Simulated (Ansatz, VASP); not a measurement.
## Hf: VASP beside Ansatz

Contents of INCAR:

```
SYSTEM = Hf
PREC = Accurate
ENCUT = 520
EDIFF = 1E-6
ISMEAR = 0
SIGMA = 0.1
LREAL = .False.
LASPH = .True.
NELM = 100
ALGO = Normal
ISIF = 2
LWAVE = .False.
LCHARG = .True.
GGA = PS
LELF = .True.
LVHAR = .True.
NBANDS = 11
```

The input KPOINTS:

```
Automatic mesh
0
Gamma
  16 16 16
  0 0 0
```

POSCAR

```
Hf
1.0
    0.0000000000      2.1365087124      2.1365087124
    2.1365087124      0.0000000000      2.1365087124
    2.1365087124      2.1365087124      0.0000000000
Hf
1
Direct
    0.0000000000      0.0000000000      0.0000000000
```

Input for Ansatz:

```yaml
crystal:
  lattice:
    - [0.0, 2.1365087124, 2.1365087124]
    - [2.1365087124, 0.0, 2.1365087124]
    - [2.1365087124, 2.1365087124, 0.0]
  atoms:
    - { symbol: Hf, position: [0.0, 0.0, 0.0] }
basis:
  ecutwfc: 420
kpoints:
  mp_grid: { grid: [16, 16, 16] }
hamiltonian:
  xc: pbesol
scf:
  occupations: { method: gaussian, width: 0.1 }
output:
  forces: true
  stress: true
  eigenvalues: true
  populations: true
```

Alike in both runs: task single point; functional PBEsol; k mesh 16 × 16 × 16; occupations gaussian, width 0.1 eV; no spin polarisation.

```csv
,VASP,Ansatz
version,VASP 6.6.1,Ansatz 0.2.0
potentials or method,"VASP PAW PBE potentials, release 64 (Hf_pv)","scalar-relativistic, plane waves, PAW"
plane-wave cutoff (eV),520,420
valence electrons in the cell,10,26
```

```csv
,VASP,Ansatz,Ansatz less VASP
gap on the k mesh at the Fermi level (eV),none,none,-
pressure (GPa),12.4,12.8,+0.39
```

A gap of «none» marks a metal or a gap that the smearing closes. The two sets of potentials don't hold the same shells in valence.

Caveats: the PAW data sets were made with another functional, which shifts forces and pressure a little (VASP). Spin-orbit coupling is left out, which matters for the levels of Hf.
